The bulk modulus B measures how strongly a solid resists uniform squeezing: it is the pressure rise per relative loss of volume, B = −V dP/dV. To obtain it, the energy of the crystal was calculated at seven volumes and a smooth Birch–Murnaghan curve was laid through the points. The minimum of the curve gives the volume per atom V, and its curvature there gives B. The pressure derivative B′ tells how fast B grows under pressure. The last column, c over a, is the height of the hexagonal cell divided by its edge, and it stays fixed along each curve.

Indium in the omega (AlB2-type) structure, relaxed with each functional without spin polarisation. Ansatz 0.2.0, plane-wave DFT with scalar-relativistic PAW datasets made for PBE, cutoff 420 eV, Fermi-Dirac smearing of 0.1 eV. Volume, bulk modulus and its pressure derivative come from third-order Birch-Murnaghan fits to seven volumes, with energies extrapolated to zero smearing.

```
functional  k mesh  volume per atom (Å³)  bulk modulus (GPa)  bulk modulus pressure derivative  c over a
       LDA  8×8×11                 24.96                47.4                              5.29   0.61700
    PBEsol  8×8×11                 25.95                42.5                              5.29   0.61700
       PBE  8×8×11                 27.98                33.0                              5.32   0.62000
    revPBE  8×8×11                 28.97                29.1                              5.30   0.62100
      RPBE  8×8×11                 29.37                27.7                              5.28   0.62100
      BLYP  8×8×10                 31.67                21.2                              5.22   0.62600
```

The rows differ in the density functional, the approximation used for the exchange and correlation energy of the electrons. From top to bottom the volume grows by 27%, while the bulk modulus falls by 55%. Either the lower functionals make a softer spring, or they only stretch the spring to a length where it is softer. Ordinary indium has a different, body-centred tetragonal structure, so the table compares functionals with one another and doesn't rank them against experiment.

**From LDA to PBE**

The tempting explanation starts from a well-known fact: LDA binds metals too strongly. PBE binds less, and a weaker glue should make a softer solid. The first three rows seem to agree, since B drops from 47.4 to 33.0 GPa. But each B belongs to a different volume, and the explanation makes a sharper claim, namely that PBE is the softer of the two at the same volume.

That claim fails. When the PBE crystal is squeezed to about 25 Å³ per atom, close to LDA's own volume, the calculated pressures give it a stiffness of 57 GPa. LDA has 48 GPa there. At equal volume, the functional with the lower tabulated B is the stiffer one.

The second explanation, stretching, has sound physics behind it. A metal resists squeezing because its electrons gain kinetic energy when they are confined and because the ion cores keep them out of part of the space. Both effects weaken as the atoms move apart, so an expanded metal is easier to compress. The pressure derivative puts a number on this: with B′ near 5.3, a volume growth of 1% along one functional's curve costs about 5.3% of B.

Stretching alone overdoes it, however. If all functionals shared PBE's curve, LDA at its small volume would have a bulk modulus of 58.3 GPa, well above the 47.4 GPa in the table. Stretching gets the direction of the trend right but makes it too steep. Some of the stiffness lost on expansion must be given back.

The repayment comes from the difference between the functionals, which acts like an extra pressure. Relative to LDA, PBE pushes the atoms apart with 5.1 GPa at LDA's volume, but with only 4.0 GPa at PBE's larger volume. A push that grows when the crystal is squeezed resists the squeezing, and so it adds stiffness. The same push therefore does two opposite things: it moves the crystal to a volume where the metal is softer, and it stiffens the crystal at any given volume.

Theory offers a reason for such a push, though the table doesn't isolate it. PBE contains a gradient correction, which on balance lowers the energy where the electron density is uneven. When atoms come closer, their density tails overlap and the density between them evens out, so part of this energy gain is lost. Compression then costs more than in LDA, and the cost changes less quickly once the atoms are far apart and the overlap is small.

A simple model turns this into numbers. Let p be the extra pressure of a functional X relative to PBE, and let it fade with volume as V to the power −m. Then

P_X(V) = P_PBE(V) + p(V)

B_X(V) = B_PBE(V) + m p(V)

At the equilibrium volume of X the total pressure is zero, so p must cancel PBE's own pressure there. For LDA and PBEsol, p is negative, an inward pull. The LDA row alone was used to set m, which came out at 2.14; it describes how the energy curves differ and is no constant of indium.

PBEsol is the first row that the model has to predict. Its gradient correction is weaker than PBE's, which suits its place between LDA and PBE. The model gives 41.9 GPa against 42.5 GPa in the table, whereas pure stretching gives 48.4 GPa. The atomic datasets used in every row were made for PBE, and the resulting error in the other rows is untested, so agreement to a fraction of a GPa shouldn't be read as precision.

**From PBE to revPBE and RPBE**

The next two functionals keep PBE's correlation part but reward uneven density more strongly in the exchange energy. By the argument above they should push the atoms further apart, and the volumes do grow. These steps are small enough for an estimate by hand.

For a small expansion, stretching removes B′ percent of the stiffness per percent of volume. The push needed for this expansion is p ≈ B ΔV/V, so it gives back m percent. What remains is

ΔB/B ≈ −(B′ − m) ΔV/V

With PBE's B′ of 5.32, the net loss is 5.32 − 2.14 ≈ 3.2% of B per percent of volume.

From PBE to revPBE the volume rises from 27.98 to 28.97 Å³, or by 3.5%. The estimated loss is 3.5 × 3.2 ≈ 11%, which takes B from 33.0 GPa to about 29 GPa. The table has 29.1 GPa, and this row had no part in setting m. The full model, without the small-step shortcut, gives 29.5 GPa, so part of the close agreement is luck. RPBE continues the same movement by a small step, with slightly more volume and slightly less stiffness.

**From RPBE to BLYP**

The last step is large again: the volume jumps from 29.37 to 31.67 Å³ and B falls to 21.2 GPa. Here the correlation part changes as well. BLYP uses the LYP correlation functional, which doesn't reproduce the correlation energy of a uniform electron gas. The valence electrons of a simple metal such as indium are fairly close to such a gas, so poor binding and a large volume are plausible, although the table doesn't separate exchange from correlation.

The expanded BLYP crystal looks like the softest spring of all, so it is the best place to repeat the comparison at equal volume. Squeezed to about 28 Å³, BLYP has a stiffness of 37 GPa, against 34 GPa for PBE near its own equilibrium at almost the same volume. Curves for all six functionals, evaluated at PBE's volume, show the full reversal: B rises at every step down the table, from 24.5 GPa for LDA to 38.8 GPa for BLYP. The LDA end of this comparison lies at or just beyond the edge of its calculated points, but the direct comparison near 25 Å³ points the same way.

BLYP is also the hardest test of the model. PBE's curve, stretched to BLYP's volume, leaves only 15.9 GPa, and the fading push raises this to 22.2 GPa. That is about 5% above the computed value and the largest error among the four predicted rows. PBE's curve is used slightly beyond its calculated points here, but that can't be the whole reason. The revPBE and RPBE volumes lie well inside those points, and the model makes these crystals too stiff as well. In all three rows the push gives back a fifth to a quarter too much, so the power set by the LDA row is somewhat too large for the functionals below PBE.

BLYP was also run with a slightly different k mesh, the grid on which the electron waves are sampled. Its larger c over a, 0.626 after 0.621 for RPBE, can't therefore be credited to the functional alone. The changes in volume and stiffness are far larger, and they follow the pattern of the rows above. The printed output after this text sets pure stretching and the fading push side by side for every row.

The numbers thus reject the softer spring and correct the stretched one. Expansion causes the fall in B, and the push that causes the expansion gives part of the stiffness back. For this crystal a practical rule follows: from each functional to the next, every percent of extra volume costs roughly 3% of the bulk modulus, not the 5% that the pressure derivative suggests. Before a lower bulk modulus is taken as a sign of softer bonding, the two functionals should be compared at the same volume.

The analysis program printed:

```
All functionals at PBE's volume:
     row  pressure GPa  bulk modulus GPa
     LDA        -4.004             24.49
  PBEsol        -2.623              27.9
     PBE             0                33
  revPBE          1.11             34.85
    RPBE         1.526             35.52
    BLYP         3.631             38.82
Bulk modulus at own volume (GPa):
     row  computed  pure stretching    miss  with fading push  miss of push model
     LDA      47.4            58.34   10.94              47.4                   0
  PBEsol      42.5            48.41   5.913             41.91              -0.591
     PBE        33               33       0                33                   0
  revPBE      29.1             27.3  -1.796             29.54              0.4447
    RPBE      27.7            25.27   -2.43             28.28              0.5822
    BLYP      21.2            15.93  -5.265             22.23               1.034
Fading power m set by the LDA row: 2.142
Largest miss of pure stretching without the LDA row (GPa): 5.913
Largest miss with fading push without the LDA row (GPa): 1.034
Push of PBE relative to LDA at LDA's volume (GPa): 5.109
Push of PBE relative to LDA at PBE's volume (GPa): 4.004
Volume growth from LDA to BLYP (%): 26.88
Fall of bulk modulus from LDA to BLYP (%): 55.27
PBE compressed, mean volume (Å³): 25.12
PBE compressed, stiffness from listed pressures (GPa): 56.97
LDA near equilibrium, mean volume (Å³): 24.95
LDA near equilibrium, stiffness from listed pressures (GPa): 48.09
BLYP compressed, mean volume (Å³): 28.33
BLYP compressed, stiffness from listed pressures (GPa): 36.67
PBE near equilibrium, mean volume (Å³): 27.89
PBE near equilibrium, stiffness from listed pressures (GPa): 33.75
```
